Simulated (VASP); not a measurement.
# Be (P6_3/mmc) in VASP: further runs

The runs below take Be through single point, with LDA.

All numbers are computed with VASP 6.6.1; they aren't measurements. Logs are shortened: lines on timing, memory, paths and dates and some standing lists are left out, and cuts for length are marked.

### Step 1. The structure

The structure is hexagonal, space group P6_3/mmc (No. 194). The conventional cell has a = 2.285 Å, b = 2.285 Å, c = 3.584 Å, α = 90.00°, β = 90.00°, γ = 120.00°. Be (site symmetry -6m2) is surrounded by 12 Be at 2.23 to 2.29 Å.

### Step 2. Single point, LDA

Contents of INCAR:

```
  ADDGRID = F
  ALGO = Normal
  EDIFF = 1E-6
  ENCUT = 460
  GGA = CA
  ISIF = 2
  ISMEAR = 0
  LASPH = T
  LCHARG = F
  LREAL = F
  LWAVE = F
  NELM = 100
  PREC = Accurate
  SIGMA = 0.2
```

Contents of KPOINTS:

```
k-points
0
Gamma
  11 11 7
```

Contents of POSCAR:

```
Be
1.0
    2.2853000000      0.0000000000      0.0000000000
   -1.1426500000      1.9791278553      0.0000000000
    0.0000000000      0.0000000000      3.5842000000
Be
2
Direct
    0.6556040000      0.3139550000      0.7387090000
    0.3030700000      0.6820070000      0.2728280000
```

Potentials or basis: VASP PAW LDA potentials, release 64 (Be).

Command:

```sh
> cat potpaw_LDA.64/Be/POTCAR > POTCAR
> mpirun -np 1 vasp_std > vasp.out
```

OUTCAR:

```text
EDIFF = 1E-6
   ENCUT = 460
   GGA = CA
   ISIF = 2
   ISMEAR = 0
   LASPH = T
   LREAL = F
   NELM = 100
   PREC = Accurate

 Found    424 irreducible k-points:

 Following reciprocal coordinates:
            Coordinates               Weight
  0.000000  0.000000  0.000000      1.000000
  0.090909  0.000000  0.000000      2.000000
  0.000000  0.090909  0.000000      2.000000
 -0.090909  0.090909  0.000000      2.000000
  0.181818  0.000000  0.000000      2.000000
  0.000000  0.181818  0.000000      2.000000
   k-points           NKPTS =    424   k-points in BZ     NKDIM =    424   number of bands    NBANDS=      6
   number of dos      NEDOS =    301   number of ions     NIONS =      2
   total plane-waves  NPLWV =   7168
   dimension x,y,z NGX =    16 NGY =   16 NGZ =   28
   dimension x,y,z NGXF=    32 NGYF=   32 NGZF=   56
   ions per type =               2
   NGX,Y,Z   is equivalent  to a cutoff of  11.64, 11.64, 12.99 a.u.
   NGXF,Y,Z  is equivalent  to a cutoff of  23.28, 23.28, 25.97 a.u.
 SYSTEM =  unknown system
   PREC   = accura    normal or accurate (medium, high low for compatibility)
   ISTART =      0    job   : 0-new  1-cont  2-samecut
   ICHARG =      2    charge: 1-file 2-atom 10-const
   ISPIN  =      1    spin polarized calculation?
   LNONCOLLINEAR =      F non collinear calculations
   LSORBIT =      F    spin-orbit coupling
   LASPH  =      T    aspherical Exc in radial PAW
   ENCUT  =  460.0 eV  33.81 Ry    5.81 a.u.   4.00  4.00  6.27*2*pi/ulx,y,z
   NELM   =    100;   NELMIN=  2; NELMDL= -5     # of ELM steps
   EDIFF  = 0.1E-05   stopping-criterion for ELM
[... 12 lines left out ...]
   EMIN   =  10.00;   EMAX   =-10.00  energy-range for DOS
   EFERMI =   0.00;   METHOD = LEGACY
   ISMEAR =     0;   SIGMA  =   0.20  broadening in eV -4-tet -1-fermi 0-gaus
   EFERMI_NEDOS =   21; number of points for ismear=-14 and -15
   IALGO  =     38    algorithm
[... 12 lines left out ...]
   LRPA    =     F    only Hartree local field effects (RPA)
 non-spin polarized calculation
 Gauss-broadening in eV      SIGMA  =   0.20
  energy-cutoff  :      460.00
  volume of cell :       16.21
 maximum number of plane-waves:       373
   NGX =  7   NGY =  7   NGZ = 13

 number of electron       4.0000000 magnetization

 Free energy of the ion-electron system (eV)
  ---------------------------------------------------
  ext. energy  EPLUGINS =         0.00000000
  ---------------------------------------------------
  free energy    TOTEN  =        -8.30850967 eV

  energy without entropy =       -8.30305027  energy(sigma->0) =       -8.30577997

 E-fermi :   6.7942     XC(G=0): -10.5320

 val. band max:        6.7928581522   @ k =   0.3636   0.3636   0.1429
 cond. band min:       6.7960456909   @ k =  -0.3636  -0.3636   0.1429
 fundamental gap:      0.0031875387
 Fermi energy:         6.7941875494

 k-point     1 :       0.0000    0.0000    0.0000
  band No.  band energies     occupation
      1      -4.5076      2.00000
      2       2.2973      2.00000
      3       7.6955      0.00000
      4      21.5194      0.00000
      5      22.2639      0.00000
      6      24.1509      0.00000

 k-point     2 :       0.0909    0.0000    0.0000
  band No.  band energies     occupation
      1      -4.2775      2.00000
      2       2.6017      2.00000
      3       7.7557      0.00000
      4      20.0758      0.00000
      5      20.8685      0.00000
      6      24.3283      0.00000

 k-point     3 :       0.0000    0.0909    0.0000
  band No.  band energies     occupation
      1      -4.2776      2.00000
      2       2.6022      2.00000
      3       7.7534      0.00000
      4      20.0742      0.00000
      5      20.8714      0.00000
      6      24.4407      0.00000

 k-point     4 :      -0.0909    0.0909    0.0000
  band No.  band energies     occupation
      1      -4.2771      2.00000
      2       2.5994      2.00000
      3       7.7685      0.00000
      4      20.2609      0.00000
      5      20.5131      0.00000
      6      24.4410      0.00000

 k-point     5 :       0.1818    0.0000    0.0000
  band No.  band energies     occupation
      1      -3.5864      2.00000
      2       3.5120      2.00000
      3       7.8736      0.00000
      4      16.8611      0.00000
      5      18.9290      0.00000
      6      23.9228      0.00000

 k-point     6 :       0.0000    0.1818    0.0000
  band No.  band energies     occupation
      1      -3.5866      2.00000
      2       3.5140      2.00000
      3       7.8615      0.00000
      4      16.8943      0.00000
      5      18.9285      0.00000
      6      23.9836      0.00000

 [... further k-points ...]
[... 5 lines left out ...]
  --------------------------------------------------------------------------------------
  -------------------------------------------------------------------------------------
  Total       -0.9747045     -0.6203932     -0.3705443      0.2220743      0.1149856     -0.1257062
  in kB      -96.3328177    -61.3152256    -36.6219485     21.9482307     11.3643555    -12.4239022
  external PRESSURE =     -64.7566639 kB  Pullay stress =       0.0000000 kB

 VOLUME and BASIS-vectors are now :
 -----------------------------------------------------------------------------
  energy-cutoff  :      460.00
  volume of cell :       16.21
      direct lattice vectors                 reciprocal lattice vectors
     2.285300000  0.000000000  0.000000000     0.437579311  0.252636533  0.000000000
    -1.142650000  1.979127855  0.000000000     0.000000000  0.505273066  0.000000000
     0.000000000  0.000000000  3.584200000     0.000000000  0.000000000  0.279002288

 POSITION                                       TOTAL-FORCE (eV/Angst)
 -----------------------------------------------------------------------------------
      1.13951      0.62136      2.64768        -0.248391      0.232884      0.894211
     -0.08669      1.34978      0.97787         0.248391     -0.232884     -0.894211
 -----------------------------------------------------------------------------------
    total drift:                                0.000000      0.000000      0.000000

  FREE ENERGIE OF THE ION-ELECTRON SYSTEM (eV)
  ---------------------------------------------------
  free  energy   TOTEN  =        -8.3085096721 eV

  energy  without entropy=       -8.3030502724  energy(sigma->0) =       -8.30577997
```

It took 8.9 s on 1 thread of AMD EPYC 9R45 (Zen 5), shared host; peak memory 0.1 GiB.

The run converged, but some of its settings lie outside the range that counts as converged, so its numbers aren't taken as properties of the crystal.

What came out:

| Property | Result |
| --- | --- |
| Free energy | -8.3085 eV |
| Pressure | -6.5 GPa |
| Largest force | 0.957 eV/Å |
| Band gap on the k mesh | none (metal or under the smearing width) |

### Step 3. Single point, LDA

INCAR: that of step 2 with these lines changed.

```diff
@@ -6,3 +6,3 @@
   ISIF = 2
-  ISMEAR = 0
+  ISMEAR = -1
   LASPH = T
```

KPOINTS is that of step 2.

Contents of POSCAR:

```
Be
1.0
    2.2853000000      0.0000000000      0.0000000000
   -1.1426500000      1.9791278553      0.0000000000
    0.0000000000      0.0000000000      3.5842000000
Be
2
Direct
    0.6666666667      0.3333333333      0.7500000000
    0.3333333333      0.6666666667      0.2500000000
```

Potentials or basis: VASP PAW LDA potentials, release 64 (Be).

Command:

```sh
> cat potpaw_LDA.64/Be/POTCAR > POTCAR
> mpirun -np 1 vasp_std > vasp.out
```

It took 1.5 s on 1 thread of AMD EPYC 9R45 (Zen 5), shared host; peak memory 0.08 GiB.

These settings aren't checked as converged: the numbers below hold their error.

Results:

| Quantity | Value |
| --- | --- |
| Free energy | -8.3930 eV |
| Pressure | -7.8 GPa |
| Band gap on the k mesh | none (metal or under the smearing width) |

### Step 4. Single point, LDA

INCAR is that of step 3.

KPOINTS is that of step 3.

Contents of POSCAR:

```
Be
1.0
    2.2853000000      0.0000000000      0.0000000000
   -1.1426500000      1.9791278553      0.0000000000
    0.0000000000      0.0000000000      3.5842000000
Be
2
Direct
    0.6556040000      0.3139550000      0.7387090000
    0.3030700000      0.6820070000      0.2728280000
```

Command:

```sh
> cat potpaw_LDA.64/Be/POTCAR > POTCAR
> mpirun -np 1 vasp_std > vasp.out
```

Wall time 8.6 s (1 thread of AMD EPYC 9R45 (Zen 5), shared host); peak memory 0.1 GiB.

The run converged, but some of its settings lie outside the range that counts as converged, so its numbers aren't taken as properties of the crystal.

Results:

```
Free energy            : -8.3207 eV
Pressure               : -6.4 GPa
Largest force          : 0.955 eV/Å
Band gap on the k mesh : none (metal or under the smearing width)
```

### Step 5. Single point, LDA

INCAR: that of step 4 with these lines changed.

```diff
@@ -3,6 +3,6 @@
   EDIFF = 1E-6
-  ENCUT = 460
+  ENCUT = 520
   GGA = CA
   ISIF = 2
-  ISMEAR = -1
+  ISMEAR = 1
   LASPH = T
```

KPOINTS is that of step 4.

Contents of POSCAR:

```
Be
1.0
    2.2853000000      0.0000000000      0.0000000000
   -1.1426500000      1.9791278553      0.0000000000
    0.0000000000      0.0000000000      3.5842000000
Be
2
Direct
    0.6666666667      0.3333333333      0.7500000000
    0.3333333333      0.6666666667      0.2500000000
```

Potentials or basis: VASP PAW LDA potentials, release 64 (Be).

Command:

```sh
> cat potpaw_LDA.64/Be/POTCAR > POTCAR
> mpirun -np 1 vasp_std > vasp.out
```

OUTCAR:

```text
EDIFF = 1E-6
   ENCUT = 520
   GGA = CA
   ISIF = 2
   ISMEAR = 1
   LASPH = T
   LREAL = F
   NELM = 100
   PREC = Accurate

 Found     64 irreducible k-points:

 Following reciprocal coordinates:
            Coordinates               Weight
  0.000000  0.000000  0.000000      1.000000
  0.090909  0.000000  0.000000      6.000000
  0.181818  0.000000  0.000000      6.000000
  0.272727  0.000000  0.000000      6.000000
  0.363636  0.000000  0.000000      6.000000
  0.454545  0.000000  0.000000      6.000000
   k-points           NKPTS =     64   k-points in BZ     NKDIM =     64   number of bands    NBANDS=      6
   number of dos      NEDOS =    301   number of ions     NIONS =      2
   total plane-waves  NPLWV =   9072
   dimension x,y,z NGX =    18 NGY =   18 NGZ =   28
   dimension x,y,z NGXF=    36 NGYF=   36 NGZF=   56
   ions per type =               2
   NGX,Y,Z   is equivalent  to a cutoff of  13.09, 13.09, 12.99 a.u.
   NGXF,Y,Z  is equivalent  to a cutoff of  26.19, 26.19, 25.97 a.u.
 SYSTEM =  unknown system
   PREC   = accura    normal or accurate (medium, high low for compatibility)
   ISTART =      0    job   : 0-new  1-cont  2-samecut
   ICHARG =      2    charge: 1-file 2-atom 10-const
   ISPIN  =      1    spin polarized calculation?
   LNONCOLLINEAR =      F non collinear calculations
   LSORBIT =      F    spin-orbit coupling
   LASPH  =      T    aspherical Exc in radial PAW
   ENCUT  =  520.0 eV  38.22 Ry    6.18 a.u.   4.25  4.25  6.66*2*pi/ulx,y,z
   NELM   =    100;   NELMIN=  2; NELMDL= -5     # of ELM steps
   EDIFF  = 0.1E-05   stopping-criterion for ELM
[... 30 lines left out ...]
 non-spin polarized calculation
 Methfessel and Paxton  Order N= 1 SIGMA  =   0.20
  energy-cutoff  :      520.00
  volume of cell :       16.21
 maximum number of plane-waves:       451
 NGX is ok and might be reduce to    18
   NGX =  9   NGY =  9   NGZ = 13

 number of electron       4.0000000 magnetization

 Free energy of the ion-electron system (eV)
  ---------------------------------------------------
  ext. energy  EPLUGINS =         0.00000000
  ---------------------------------------------------
  free energy    TOTEN  =        -8.37841162 eV

  energy without entropy =       -8.37712084  energy(sigma->0) =       -8.37798136

 E-fermi :   6.8780     XC(G=0): -10.5395

 val. band max:        6.7873045162   @ k =   0.3636   0.2727   0.2857
 cond. band min:       6.9075201861   @ k =   0.3636   0.2727   0.1429
 fundamental gap:      0.1202156699
 Fermi energy:         6.8780308794

 k-point     1 :       0.0000    0.0000    0.0000
  band No.  band energies     occupation
      1      -4.4949      2.00000
      2       2.2608      2.00000
      3       7.7813     -0.00000
      4      21.9203      0.00000
      5      21.9203      0.00000
      6      24.7232      0.00000

 k-point     2 :       0.0909    0.0000    0.0000
  band No.  band energies     occupation
      1      -4.2638      2.00000
      2       2.5650      2.00000
      3       7.8415     -0.00000
      4      20.2447      0.00000
      5      20.7498      0.00000
      6      24.7122      0.00000

 k-point     3 :       0.1818    0.0000    0.0000
  band No.  band energies     occupation
      1      -3.5697      2.00000
      2       3.4747      2.00000
      3       7.9648     -0.00000
      4      16.8819      0.00000
      5      18.9092      0.00000
      6      24.2177      0.00000

 k-point     4 :       0.2727    0.0000    0.0000
  band No.  band energies     occupation
      1      -2.4134      2.00000
      2       4.9782      2.00000
      3       7.7955     -0.00000
      4      13.8441      0.00000
      5      17.3363      0.00000
      6      21.0943      0.00000

 k-point     5 :       0.3636    0.0000    0.0000
  band No.  band energies     occupation
      1      -0.8120      2.00000
      2       6.4092      2.00451
      3       7.0379      0.02027
      4      12.6481      0.00000
      5      16.2362      0.00000
      6      17.2125      0.00000

 k-point     6 :       0.4545    0.0000    0.0000
  band No.  band energies     occupation
      1       1.0912      2.00000
      2       4.1494      2.00000
      3       9.4251     -0.00000
      4      13.0460      0.00000
      5      13.8075      0.00000
      6      15.6750      0.00000

 [... further k-points ...]
[... 5 lines left out ...]
  --------------------------------------------------------------------------------------
  -------------------------------------------------------------------------------------
  Total       -0.8450813     -0.8450813     -0.7152869     -0.0000000      0.0000000      0.0000000
  in kB      -83.5217848    -83.5217848    -70.6938395     -0.0000000      0.0000000      0.0000000
  external PRESSURE =     -79.2458031 kB  Pullay stress =       0.0000000 kB

 VOLUME and BASIS-vectors are now :
 -----------------------------------------------------------------------------
  energy-cutoff  :      520.00
  volume of cell :       16.21
      direct lattice vectors                 reciprocal lattice vectors
     2.285300000  0.000000000  0.000000000     0.437579311  0.252636533  0.000000000
    -1.142650000  1.979127855  0.000000000     0.000000000  0.505273066  0.000000000
     0.000000000  0.000000000  3.584200000     0.000000000  0.000000000  0.279002288

 POSITION                                       TOTAL-FORCE (eV/Angst)
 -----------------------------------------------------------------------------------
      1.14265      0.65971      2.68815        -0.000000     -0.000000      0.000000
     -0.00000      1.31942      0.89605         0.000000      0.000000      0.000000
 -----------------------------------------------------------------------------------
    total drift:                                0.000000     -0.000000      0.000000

  FREE ENERGIE OF THE ION-ELECTRON SYSTEM (eV)
  ---------------------------------------------------
  free  energy   TOTEN  =        -8.3784116167 eV

  energy  without entropy=       -8.3771208417  energy(sigma->0) =       -8.37798136
```

Wall time 2 s (1 thread of AMD EPYC 9R45 (Zen 5), shared host); peak memory 0.08 GiB.

The run converged, but some of its settings lie outside the range that counts as converged, so its numbers aren't taken as properties of the crystal.

Results:

```
Free energy            : -8.3784 eV
Pressure               : -7.9 GPa
Band gap on the k mesh : none (metal or under the smearing width)
```

### Step 6. The reference run

An earlier run on the cell as given: functional PBE; potentials or basis VASP PAW PBE potentials, release 64 (Be); cutoff 520 eV; k mesh 13 × 13 × 8; occupations fermi-dirac, width 0.05 eV; no spin polarisation.

- Pressure: -2.7 GPa
- Band gap on the k mesh: none (metal or under the smearing width)
